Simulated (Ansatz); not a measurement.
The system is SnO2.

```xyz
12
Lattice="5.1753 0.0000 0.0000 0.0000 5.1753 0.0000 0.0000 0.0000 5.1753" Properties=species:S:1:pos:R:3 pbc="T T T"
Sn    0.0000    0.0000    0.0000
Sn    2.5876    0.0000    2.5876
Sn    2.5876    2.5876    0.0000
Sn    0.0000    2.5876    2.5876
O     3.4214    4.3415    0.8337
O     4.3415    0.8337    3.4214
O     0.8337    3.4214    4.3415
O     1.7539    1.7539    1.7539
O     3.4214    3.4214    3.4214
O     4.3415    1.7539    0.8337
O     0.8337    4.3415    1.7539
O     1.7539    0.8337    4.3415
```

Measurements of this composition are mostly on another form, of space group No. 136.

```yaml
Program: Ansatz 0.2.0
Task: relaxation of cell and atoms
Functional: RPBE
Dispersion: D3(BJ)
Potentials_or_basis: Ansatz PAW
Cutoff: "420 eV (not typed: the program's choice for these potentials)"
k_mesh: 5 × 5 × 5
Occupations: fermi-dirac, width 0.05 eV
Spin: no spin polarisation
```

At the start: volume 11.55 Å³/atom.

**Question.** How do energy, volume and symmetry change on relaxing?

**Answer.** It ends after 7 steps and the volume is 10.72 Å³/atom (-7.2 %); space group Pa-3 (No. 205, to 0.05 Å).

The path:
| step | energy change (eV) | largest force (eV/Å) | volume (Å³) |
| --- | --- | --- | --- |
| 1 | 0.0000 | 0.0016 | 138.61 |
| 2 | -0.5112 | 0.0288 | 128.59 |
| 3 | -0.5109 | 0.0049 | 128.91 |
| 4 | -0.5112 | 0.0003 | 128.85 |
| 5 | -0.4737 | 0.0000 | 128.85 |
| 6 | -0.4753 | 0.0000 | 128.62 |
| 7 | -0.4746 | 0.0000 | 128.62 |

Final structure:
```
Sn O
1.0
     5.04782    0.00000    0.00000
     0.00000    5.04782    0.00000
     0.00000    0.00000    5.04782
Sn O
4 8
Direct
  0.00000 0.00000 0.00000
  0.50000 0.00000 0.50000
  0.50000 0.50000 0.00000
  0.00000 0.50000 0.50000
  0.65808 0.84192 0.15808
  0.84192 0.15808 0.65808
  0.15808 0.65808 0.84192
  0.34192 0.34192 0.34192
  0.65808 0.65808 0.65808
  0.84192 0.34192 0.15808
  0.15808 0.84192 0.34192
  0.34192 0.15808 0.84192
```

Caveat: the plane-wave basis is chosen anew once the cell has moved, so the energies of steps on either side of that aren't comparable; the pressure holds a Pulay correction of +0.9 GPa for the finite cutoff; the PAW data sets come from PBE, with cores solved anew for the run's functional, which leaves a small shift of forces and pressure.
